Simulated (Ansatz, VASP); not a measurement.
**ZnS: VASP beside Ansatz**

```
CELL_PARAMETERS angstrom
0.00000 2.73756 2.73756
2.73756 0.00000 2.73756
2.73756 2.73756 0.00000
ATOMIC_POSITIONS crystal
Zn 0.75000 0.75000 0.75000
S 0.00000 0.00000 0.00000
```

Change from the starting cell: volume scaled by 1.04.

Alike in both runs: task single point; functional LDA; k mesh 9 × 9 × 9; occupations fermi-dirac, width 0.05 eV; no spin polarisation.

|  | VASP | Ansatz |
| --- | --- | --- |
| version | VASP 6.6.1 | Ansatz 0.2.0 |
| potentials or method | VASP PAW LDA potentials, release 64 (Zn, S), cutoff 520 eV | all-electron LAPW, scalar-relativistic |

VASP gave:

```
gap on the k mesh at the Fermi level (eV) : 1.72
least direct gap on the mesh (eV)         : 1.72
pressure (GPa)                            : -6.7
```

Question: What did Ansatz give for the same quantities?

Answer: gap on the k mesh at the Fermi level (eV): 1.69; least direct gap on the mesh (eV): 1.69; pressure (GPa): -6.9.

Ansatz ran all-electron here, so the differences hold the error of VASP's frozen core and of both bases.
